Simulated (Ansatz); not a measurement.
# AgI2 (P-4m2) in Ansatz: convergence with k mesh

Aim: find how far k mesh must go before the results for AgI2 settle, at r2SCAN. This setting moves, with any that are tied to it; all else stays.

All numbers are computed with Ansatz 0.2.0; they aren't measurements. Logs are shortened: lines on timing, memory, paths and dates and some standing lists are left out, and cuts for length are marked.

**1. Starting point**

Symmetry: P-4m2, No. 115, tetragonal system. Conventional cell: a = 4.286 Å, b = 4.286 Å, c = 6.355 Å, α = 90.00°, β = 90.00°, γ = 90.00°. I (site symmetry 2mm) is surrounded by 2 Ag at 2.78 Å. Around Ag (site symmetry -4m2) lie 4 I at 2.78 Å.

The cell comes from a database or a generator and needn't be the stable form of this composition.

**2. With k mesh 2 × 2 × 2**

input.yaml

```yaml
crystal:
  lattice:
    - [4.285728, 0.0, 0.0]
    - [0.0, 4.285728, 0.0]
    - [0.0, 0.0, 6.354781]
  atoms:
    - { symbol: I, position: [0.0, 0.5, 0.222238] }
    - { symbol: I, position: [0.5, 0.0, 0.777762] }
    - { symbol: Ag, position: [0.0, 0.0, 0.5] }
hamiltonian:
  xc: r2scan
  pseudopotentials: { kind: paw_fr }
magnetization:
  noncollinear: true
  spin_orbit: true
kpoints:
  mp_grid: { grid: [2, 2, 2] }
scf:
  occupations: { method: methfessel_paxton, width: 0.05 }
output:
  forces: true
  stress: true
  eigenvalues: true
```

Potentials or basis: Ansatz PAW.

On the command line:

```sh
ansatz run input.yaml --threads 2 --pin off --max-ram 5632MiB --backend cpu --events-out ev --progress --plain --runs-dir out
```

Log:

```text
Warning: RAYON_NUM_THREADS=2 ignored (pool sized by the plan → 2); use --threads N
Engine: ansatz 0.2.0, aarch64-unknown-linux-gnu
Pseudopotentials: kind: paw_fr
Pseudopotential: I, paw_fr, valence charge 17, recommended cutoff 500 eV (meta_gga), I.paw.azcp#standard-fr
Pseudopotential: Ag, paw_fr, valence charge 19, recommended cutoff 500 eV (meta_gga), Ag.paw.azcp#standard-fr
Functional definition: r2SCAN
  parameter k0 = 0.174
  parameter k1 = 0.065
  parameter a1 = 4.9479
  exchange = r2scan_x(k0 = k0, k1 = k1, a1 = a1)
  correlation = r2scan_c
non-collinear run that drives no moment, with spin-orbit: no starting moment large enough to seed its density (crystal.atoms[].spin), no starting occupations that ask for one, no magnetisation constraint and no magnetic field, so the semilocal B_xc is pinned to zero
Crystal: 3 atoms, lattice volume = 116.721 Å³
Basis set: ecut = 500 eV, 2919 PW (Γ), exchange–correlation on 128×128×192 points (64 copies of the dense FFT grid, shifted against one another)
Bands: 64, of which v1, the nominal top of the filled ones, is band 53 counted from 1 (52 counted from 0)
Symmetry: 8 space group operations + 8 with time reversal
Magnetic group: BNS 115.284 (UNI 944), of the structure as read, at distance tolerance 4.9e-5 Å
k-points: 6 of 8
Projection manifold: j_resolved (fully-relativistic pseudo-atomic orbitals)
Non-local potential: I, projectors of the file, l = 0: 2, l = 1: 4, l = 2: 4, l = 3: 4
Non-local potential: Ag, projectors of the file, l = 0: 3, l = 1: 4, l = 2: 4, l = 3: 2
PAW form: soft (Blöchl's): semilocal exchange-correlation on the pseudo side does not see the compensation charge
PAW frozen core: I, regenerated for the run's functional (the file was generated under x = pbe(κ = 0.804, μ = 0.2195149727645171), c = pbe(β = 0.06672455060314922))
PAW frozen core: Ag, regenerated for the run's functional (the file was generated under x = pbe(κ = 0.804, μ = 0.2195149727645171), c = pbe(β = 0.06672455060314922))
PAW one-centre angular grid: I, 590 points (default); XC on 283 of its mesh's 2799 points in the sphere
PAW one-centre angular grid: Ag, 590 points (default); XC on 224 Gauss nodes
Initial density: superposition of atomic densities (chi_scale 0.1, normalization cell, long waves kept (reshape's long-wave potential 0.08 eV rms))
Initial wavefunctions: pseudopotential atomic-orbital guess
Functional: x = r2scan, c = r2scan; τ floored in thin density (d = 2e-4 eV/Å³)
SCF iter   1: F=—  HF=-22629.860329 eV  |F-HF|=—  |Δ(HF+E_count)|=         —  Δρ=4.82e-2  dr2=5.49e0  dr2_τ=1.44e-2  dr2_m=0.00e0 (ungated)  ethr=3.10e-3  |M|=0.00e0 ∫|m|=0.00e0 μB  |m|>n=0.0e0 m-floor=0.0e0 τ_xc=0.0e0  β_m=0.30  ⟨swp⟩=10.5  Hψ=1061  notcnv=0
preconditioner: auto → Resta (q_TF=auto, 2.392 Å⁻¹)  ε∞=3.5  [insulator: Δε(μ)=0.106 eV  Ē_g=10.928 eV  σ=0.050 eV  W_gap=1.06  n_scr=28 (ndim 8)  ℏωp=17.2 eV  f_vac=0.148  D(μ)=0.85/eV (n_scr^D=2)  ε∞_Penn≈3.5]
spin=Noncollinear: Resta preconditioning applied to the charge; magnetization (m_x, m_y, m_z) channels mix plain (no charge-response kernel on spin).
SCF iter   2: F=—  HF=-22628.653039 eV  |F-HF|=—  |Δ(HF+E_count)|=    1.21e0  S|Δr|=    0.00e0  Δρ=2.09e-2  dr2=1.45e0  dr2_τ=4.60e-3  dr2_m=0.00e0 (ungated)  ethr=3.10e-3  |M|=0.00e0 ∫|m|=0.00e0 μB  |m|>n=0.0e0 m-floor=0.0e0 τ_xc=0.0e0  β_m=0.43  ⟨swp⟩=3.0  Hψ=318  notcnv=0  defer=32
[... 7 lines left out ...]
SCF 1 converged in 9 iterations: F = -22628.336242 eV  dr2 = 3.26e-8
SCF converged after 9 iterations
Stability not checked: this state was not tested for a lower state beside it, because cold or Methfessel-Paxton smearing, or corrected tetrahedra, fill the levels in a way that the test cannot read (fill_not_monotonic; see scf.lower_state_search)
Magnetization: |M| = 0.0000 μB,  M = (+0.0000, +0.0000, +0.0000) μB
Absolute magnetization: 0.0000 μB (∫|m|)
  site 0: m = (+0.0000, +0.0000, +0.0000) μB, |m| = 0.0000 μB  (R = 1.15 Å)
  site 1: m = (+0.0000, +0.0000, +0.0000) μB, |m| = 0.0000 μB  (R = 1.15 Å)
  site 2: m = (+0.0000, +0.0000, +0.0000) μB, |m| = 0.0000 μB  (R = 1.15 Å)
Free energy (F): -22628.336242 eV
Harris-Foulkes:  -22628.336242 eV  (|F-HF|=7.99e-9)
Internal energy: -22628.333155 eV  (E = F + TS)
E sigma→0 (E₀):  -22628.335470 eV
Entropy (-TS):   -0.003087 eV (-1.029 meV/atom)
Fermi energy:    4.898568 eV
--- Per-component energies (eV) ---
  E_band       = -1267.073456
  E_kinetic    = 904.128504
  E_local      = -7965.094337  (includes V_loc(G=0)·N_el)
  E_nonlocal   = -98.519009
  E_hartree    = 3839.641261
  E_xc         = -417.673144
  E_vxc        = -538.853174  (∫ρ·V_xc dr)
  E_paw        = -13568.886860  (= ΣΔE_a)
  E_vpaw       = -1283.422203  (= ΣTr[D̂ρ^β])
  E_aug_tail   = 0.000008  (compensation charges beyond the density's cutoff)
  E_vtau       = 35.410161  (kinetic-family band-sum trace: ∫τ·v_τ [+ j·A + Jᵃ·Aᵃ] dr)
  E_ewald      = -5321.592318
  E_core_change = -0.337262  (= ΣΔE_core)
  E_smearing   = -0.003087  (= −TS)
  E_closure    = -0.000000  (closes the sum)
  Σ components = -22628.336242   (vs F -22628.336242, Δ=0.00e0)
--- Forces (eV/Å), atoms counted from 1 ---
  atom   1  I     -0.00000000    -0.00000000     0.10671472
  atom   2  I     -0.00000000    -0.00000000    -0.10671472
  atom   3  Ag    -0.00000000    -0.00000000     0.00000000
  max |Σ_I F_I| component: 1.82e-16 eV/Å
--- Stress (GPa, compression-positive) ---
        0.997093      -0.000000       0.000000
       -0.000000       0.997093       0.000000
        0.000000       0.000000      -0.564816
  P = ⅓ Tr σ = 0.4765 GPa (4.765 kbar)
--- Band table (eV; the first three rows and the last of 6) ---
  k-point 0: bands = ["-88.3672", "-88.3672", "-54.4860", "-54.4860", "-49.5088", "-49.5088", "-49.4502", "-49.4502", "-41.2574", "-41.2574", "-41.2572", "-41.2572", "-41.1930", "-41.1930", "-41.1929", "-41.1929", "-39.5562", "-39.5562", "-39.5561", "-39.5561", "-39.5103", "-39.5103", "-39.5100", "-39.5100", "-39.4707", "-39.4707", "-39.4706", "-39.4706", "-7.6700", "-7.6700", "-7.0847", "-7.0847", "0.6945", "0.6945", "0.8249", "0.8249", "0.9382", "0.9382", "1.1001", "1.1001", "1.8112", "1.8112", "2.1030", "2.1030", "3.3749", "3.3749", "3.8828", "3.8828", "4.4960", "4.4960", "5.3255", "5.3255", "5.5251", "5.5251", "8.3722", "8.3722", "10.0923", "10.0923", "11.3465", "11.3465", "12.7887", "12.7887", "12.9072", "12.9072"]
  k-point 1: bands = ["-88.3672", "-88.3672", "-54.4860", "-54.4860", "-49.5088", "-49.5088", "-49.4502", "-49.4502", "-41.2573", "-41.2573", "-41.2573", "-41.2573", "-41.1930", "-41.1930", "-41.1930", "-41.1930", "-39.5562", "-39.5562", "-39.5562", "-39.5562", "-39.5103", "-39.5103", "-39.5100", "-39.5100", "-39.4707", "-39.4707", "-39.4706", "-39.4706", "-7.4567", "-7.4567", "-7.3254", "-7.3254", "0.6772", "0.6772", "0.7512", "0.7512", "0.7931", "0.7931", "1.2660", "1.2660", "1.7827", "1.7827", "2.5986", "2.5986", "3.7673", "3.7673", "3.8548", "3.8548", "4.3457", "4.3457", "4.6208", "4.6208", "4.9174", "4.9174", "9.9584", "9.9584", "10.3381", "10.3381", "11.9162", "11.9162", "12.1114", "12.1114", "12.9850", "12.9850"]
  k-point 2: bands = ["-88.3672", "-88.3672", "-54.4861", "-54.4861", "-49.5089", "-49.5089", "-49.4504", "-49.4504", "-41.2574", "-41.2574", "-41.2571", "-41.2571", "-41.1930", "-41.1930", "-41.1928", "-41.1928", "-39.5562", "-39.5562", "-39.5560", "-39.5560", "-39.5102", "-39.5102", "-39.5102", "-39.5102", "-39.4706", "-39.4706", "-39.4704", "-39.4704", "-7.2412", "-7.2412", "-7.2006", "-7.2006", "0.6439", "0.6439", "0.8627", "0.8627", "0.9964", "0.9964", "1.3901", "1.3901", "1.7476", "1.7476", "1.9418", "1.9418", "2.8221", "2.8221", "3.5261", "3.5261", "3.6044", "3.6044", "4.6460", "4.6460", "4.6864", "4.6864", "10.2685", "10.2685", "11.6013", "11.6013", "11.7896", "11.7896", "12.7176", "12.7176", "13.4593", "13.4593"]
  k-point 5: bands = ["-88.3672", "-88.3672", "-54.4861", "-54.4861", "-49.5089", "-49.5089", "-49.4505", "-49.4505", "-41.2573", "-41.2573", "-41.2572", "-41.2572", "-41.1928", "-41.1928", "-41.1928", "-41.1928", "-39.5560", "-39.5560", "-39.5559", "-39.5559", "-39.5102", "-39.5102", "-39.5102", "-39.5102", "-39.4706", "-39.4706", "-39.4702", "-39.4702", "-7.0561", "-7.0561", "-7.0525", "-7.0525", "0.8328", "0.8328", "0.9746", "0.9746", "1.1734", "1.1734", "1.2371", "1.2371", "1.5643", "1.5643", "2.3888", "2.3888", "2.5508", "2.5508", "2.7985", "2.7985", "3.4372", "3.4372", "3.5417", "3.5417", "3.9630", "3.9630", "10.7896", "10.7896", "11.2829", "11.2829", "11.3274", "11.3274", "12.9636", "12.9636", "13.3901", "13.3901"]
```

Run time: 11 s. Hardware: 2 threads of Arm Neoverse V2, shared host; peak memory 0.86 GiB.

What came out:

```yaml
Free_energy: -22628.3362 eV
Pressure: 0.5 GPa
Largest_force: 0.107 eV/Å
Band_gap_on_the_k_mesh: none (metal or under the smearing width)
```

**3. With k mesh 3 × 3 × 2**

input.yaml: that of step 2 with these lines changed.

```diff
@@ -16,3 +16,3 @@
 kpoints:
-  mp_grid: { grid: [2, 2, 2] }
+  mp_grid: { grid: [3, 3, 2] }
 scf:
```

Potentials or basis: Ansatz PAW.

On the command line:

```sh
ansatz run input.yaml --threads 2 --pin off --max-ram 5632MiB --backend cpu --events-out ev --progress --plain --runs-dir out
```

Run time: 14 s. Hardware: 2 threads of Arm Neoverse V2, shared host; peak memory 0.92 GiB.

What came out:

* Free energy: -22628.6187 eV
* Pressure: -0.5 GPa
* Largest force: 0.193 eV/Å
* Band gap on the k mesh: none (metal or under the smearing width)

**4. With k mesh 4 × 4 × 3**

input.yaml: that of step 3 with these lines changed.

```diff
@@ -16,3 +16,3 @@
 kpoints:
-  mp_grid: { grid: [3, 3, 2] }
+  mp_grid: { grid: [4, 4, 3] }
 scf:
```

On the command line:

```sh
ansatz run input.yaml --threads 2 --pin off --max-ram 5632MiB --backend cpu --events-out ev --progress --plain --runs-dir out
```

It took 24 s on 2 threads of Arm Neoverse V2, shared host; peak memory 0.99 GiB.

What came out:

```yaml
Free_energy: -22628.6320 eV
Pressure: -0.6 GPa
Largest_force: 0.032 eV/Å
Band_gap_on_the_k_mesh: none (metal or under the smearing width)
```

**5. With k mesh 5 × 5 × 3**

input.yaml: that of step 4 with these lines changed.

```diff
@@ -16,3 +16,3 @@
 kpoints:
-  mp_grid: { grid: [4, 4, 3] }
+  mp_grid: { grid: [5, 5, 3] }
 scf:
```

On the command line:

```sh
ansatz run input.yaml --threads 2 --pin off --max-ram 5632MiB --backend cpu --events-out ev --progress --plain --runs-dir out
```

Wall time 25 s (2 threads of Arm Neoverse V2, shared host); peak memory 0.98 GiB.

Results:

* Free energy: -22628.6393 eV
* Pressure: -0.7 GPa
* Largest force: 0.061 eV/Å
* Band gap on the k mesh: none (metal or under the smearing width)

**6. With k mesh 6 × 6 × 4**

input.yaml: that of step 5 with these lines changed.

```diff
@@ -16,3 +16,3 @@
 kpoints:
-  mp_grid: { grid: [5, 5, 3] }
+  mp_grid: { grid: [6, 6, 4] }
 scf:
```

Potentials or basis: Ansatz PAW.

On the command line:

```sh
ansatz run input.yaml --threads 2 --pin off --max-ram 5632MiB --backend cpu --events-out ev --progress --plain --runs-dir out
```

Run time: 61 s. Hardware: 2 threads of Arm Neoverse V2, shared host; peak memory 1.2 GiB.

Results (log left out):

```yaml
Free_energy: -22628.6184 eV
Pressure: -0.6 GPa
Largest_force: 0.096 eV/Å
Band_gap_on_the_k_mesh: none (metal or under the smearing width)
```

**7. With k mesh 7 × 7 × 5**

input.yaml: that of step 6 with these lines changed.

```diff
@@ -16,3 +16,3 @@
 kpoints:
-  mp_grid: { grid: [6, 6, 4] }
+  mp_grid: { grid: [7, 7, 5] }
 scf:
```

On the command line:

```sh
ansatz run input.yaml --threads 2 --pin off --max-ram 5632MiB --backend cpu --events-out ev --progress --plain --runs-dir out
```

Run time: 63 s. Hardware: 2 threads of Arm Neoverse V2, shared host; peak memory 1.2 GiB.

The run converged. Its results:

```yaml
Free_energy: -22628.6240 eV
Pressure: -0.6 GPa
Largest_force: 0.087 eV/Å
Band_gap_on_the_k_mesh: none (metal or under the smearing width)
```

**8. With k mesh 9 × 9 × 6**

input.yaml: that of step 7 with these lines changed.

```diff
@@ -16,3 +16,3 @@
 kpoints:
-  mp_grid: { grid: [7, 7, 5] }
+  mp_grid: { grid: [9, 9, 6] }
 scf:
```

On the command line:

```sh
ansatz run input.yaml --threads 2 --pin off --max-ram 5632MiB --backend cpu --events-out ev --progress --plain --runs-dir out
```

Run time: 2.1 min. Hardware: 2 threads of Arm Neoverse V2, shared host; peak memory 1.5 GiB.

The run converged. Its results:

| Quantity | Value |
| --- | --- |
| Free energy | -22628.6252 eV |
| Pressure | -0.6 GPa |
| Largest force | 0.075 eV/Å |
| Band gap on the k mesh | none (metal or under the smearing width) |

**9. With k mesh 10 × 10 × 7**

input.yaml: that of step 8 with these lines changed.

```diff
@@ -16,3 +16,3 @@
 kpoints:
-  mp_grid: { grid: [9, 9, 6] }
+  mp_grid: { grid: [10, 10, 7] }
 scf:
```

Potentials or basis: Ansatz PAW.

On the command line:

```sh
ansatz run input.yaml --threads 2 --pin off --max-ram 5632MiB --backend cpu --events-out ev --progress --plain --runs-dir out
```

Run time: 3 min. Hardware: 2 threads of Arm Neoverse V2, shared host; peak memory 1.7 GiB.

It converged, with:

```yaml
Free_energy: -22628.6247 eV
Pressure: -0.6 GPa
Largest_force: 0.085 eV/Å
Band_gap_on_the_k_mesh: none (metal or under the smearing width)
```

**10. Summary**

```csv
k mesh,"energy less the tightest run, at zero smearing (meV/atom)",pressure (GPa),largest force (eV/Å),SCF cycles,CPU time (s),peak memory (GiB)
2 × 2 × 2,96.41,0.48,0.107,9,21,0.86
3 × 3 × 2,1.98,-0.52,0.193,9,28,0.92
4 × 4 × 3,-2.31,-0.63,0.032,9,48,0.99
5 × 5 × 3,-4.90,-0.67,0.061,9,49,0.98
6 × 6 × 4,2.20,-0.65,0.096,11,120,1.2
7 × 7 × 5,0.21,-0.64,0.087,11,130,1.2
9 × 9 × 6,-0.19,-0.64,0.075,11,250,1.5
10 × 10 × 7,0.00,-0.64,0.085,11,360,1.7
```

Against the tightest run, the energy stays within 1 meV/atom from 7 × 7 × 5 on; the pressure stays within 0.1 GPa from 4 × 4 × 3 on. Not settled before the last step: the largest force (to 0.005 eV/Å). Meshes of other sizes hit other points, so gaps and Fermi surfaces needn't settle smoothly. The tightest run that finished is the yardstick and may itself not be fully converged.

Caveats: the PAW data sets come from PBE, with cores solved anew for the run's functional, which leaves a small shift of forces and pressure.
